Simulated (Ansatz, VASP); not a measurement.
One calculation of Ga, two programs

INCAR

```
PREC = Accurate
ENCUT = 520
EDIFF = 1E-7
ISMEAR = -1
SIGMA = 0.1
LREAL = False
LASPH = True
NELM = 60
ALGO = Normal
ISIF = 2
LWAVE = False
LCHARG = False
GGA = PS
NBANDS = 12
```

File KPOINTS:

```
regular mesh
0
Gamma
  15 15 15
```

POSCAR

```
Ga
1.0
    0.0000000000      2.0437286070      2.0437286070
    2.0437286070      0.0000000000      2.0437286070
    2.0437286070      2.0437286070      0.0000000000
Ga
1
Direct
    0.0000000000      0.0000000000      0.0000000000
```

Input for Ansatz:

```yaml
crystal:
  lattice:
    - [0.0, 2.043728607, 2.043728607]
    - [2.043728607, 0.0, 2.043728607]
    - [2.043728607, 2.043728607, 0.0]
  atoms:
    - { symbol: Ga, position: [0.0, 0.0, 0.0] }
hamiltonian:
  xc: pbesol
  pseudopotentials:
    kind: paw
    azcp:
      Ga: "pseudopotentials/Ga.paw.azcp"
basis:
  ecutwfc: 420
  fft_grid_basis: typed
kpoints:
  mp_grid: { grid: [15, 15, 15], shift: [0, 0, 0] }
magnetization:
  spin_polarized: false
scf:
  occupations: { method: fermi_dirac, width: 0.1 }
  lower_state_search: "off"
output:
  stress: true
```

Alike in both runs: task single point; functional PBEsol; k mesh 15 × 15 × 15; occupations fermi-dirac, width 0.1 eV; no spin polarisation.

```csv
,VASP,Ansatz
version,VASP 6.6.1,Ansatz 0.2.0
potentials or method,"VASP PAW PBE potentials, release 64 (Ga_d)","plane waves (420 eV) with PAW, scalar-relativistic"
plane-wave cutoff (eV),520,420
valence electrons in the cell,13,13
```

```csv
,VASP,Ansatz,Ansatz less VASP
pressure (GPa),2.4,2.3,-0.08
```

Ansatz warned: «pseudo_functional_mismatch».

Caveats: the PAW data sets were made with another functional, which shifts forces and pressure a little (VASP).
